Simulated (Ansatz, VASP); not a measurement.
**W: VASP beside Ansatz**

INCAR

```
SYSTEM = W
PREC     = Accurate       ! precision mode
ENCUT    = 520            ! plane-wave cutoff, eV
EDIFF    = 1E-6           ! SCF threshold, eV
ISMEAR   = -1             ! smearing method
SIGMA    = 0.1            ! smearing width, eV
LREAL    = .FALSE.        ! projectors in reciprocal space
LASPH    = .TRUE.         ! aspherical terms in the spheres
NELM     = 60             ! most SCF steps
ALGO     = Normal         ! electronic algorithm
ISIF     = 2              ! what is computed and relaxed
LWAVE    = .FALSE.        ! write WAVECAR
LCHARG   = .FALSE.        ! write CHGCAR
GGA      = CA             ! functional
NBANDS   = 13             ! bands
```

File KPOINTS:

```
regular mesh
0
G
  23 23 23
  0 0 0
```

File POSCAR:

```
W
1.0
   -1.5464991719      1.5464991719      1.5464991719
    1.5464991719     -1.5464991719      1.5464991719
    1.5464991719      1.5464991719     -1.5464991719
W
1
Direct
    0.0000000000      0.0000000000      0.0000000000
```

Input for Ansatz:

```yaml
crystal:
  lattice:
    - [-1.546499172, 1.546499172, 1.546499172]
    - [1.546499172, -1.546499172, 1.546499172]
    - [1.546499172, 1.546499172, -1.546499172]
  atoms:
    - { symbol: W, position: [0.0, 0.0, 0.0] }
hamiltonian:
  xc: lda
  pseudopotentials:
    kind: paw
    azcp:
      W: "pseudopotentials/W.paw.azcp"
basis:
  ecutwfc: 420
  fft_grid_basis: typed
kpoints:
  mp_grid: { grid: [23, 23, 23], shift: [0, 0, 0] }
magnetization:
  spin_polarized: false
scf:
  occupations: { method: fermi_dirac, width: 0.1 }
output:
  stress: true
```

Alike in both runs: task single point; functional LDA; k mesh 23 × 23 × 23; occupations fermi-dirac, width 0.1 eV; no spin polarisation.

|  | VASP | Ansatz |
| --- | --- | --- |
| version | VASP 6.6.1 | Ansatz 0.2.0 |
| potentials or method | VASP PAW LDA potentials, release 64 (W_sv) | plane waves (420 eV) with PAW, scalar-relativistic |
| plane-wave cutoff (eV) | 520 | 420 |
| valence electrons in the cell | 14 | 14 |

```csv
,VASP,Ansatz,Ansatz less VASP
pressure (GPa),17.2,14.8,-2.34
```

Ansatz warned: «pseudo_functional_mismatch».

Caveats: so large a pressure means that the cell lies far from this level's equilibrium, or that cutoff or potentials fall short (VASP). The runs have no spin-orbit coupling, so splittings on W are missing.
